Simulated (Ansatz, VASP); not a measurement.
# V in VASP and in Ansatz

```xyz
8
Lattice="4.7357 0.0000 0.0000 0.0000 4.7357 0.0000 0.0000 0.0000 4.7357" Properties=species:S:1:pos:R:3 pbc="T T T"
V     2.3679    2.3679    2.3679
V     0.0000    0.0000    0.0000
V     1.1839    0.0000    2.3679
V     2.3679    1.1839    0.0000
V     2.3679    3.5518    0.0000
V     3.5518    0.0000    2.3679
V     0.0000    2.3679    3.5518
V     0.0000    2.3679    1.1839
```

Alike in both runs: functional PBEsol; k mesh 4 × 4 × 4; occupations gaussian, width 0.1 eV; no spin polarisation.

Ansatz relaxed the structure, and its values are those at the end. VASP's run is a single point on that final structure, the one shown.

|  | VASP | Ansatz |
| --- | --- | --- |
| version | VASP 6.6.1 | Ansatz 0.2.0 |
| potentials or method | VASP PAW PBE potentials, release 64 (V_sv) | scalar-relativistic, plane waves, PAW |
| plane-wave cutoff (eV) | 520 | 420 |
| valence electrons in the cell | 104 | 104 |

```csv
,VASP,Ansatz,Ansatz less VASP
gap on the k mesh at the Fermi level (eV),none,none,-
pressure (GPa),-0.1,-0.3,-0.26
```

A gap of «none» marks a metal or a gap that the smearing closes.

Caveats: the PAW data sets were made with another functional, which shifts forces and pressure a little (VASP).
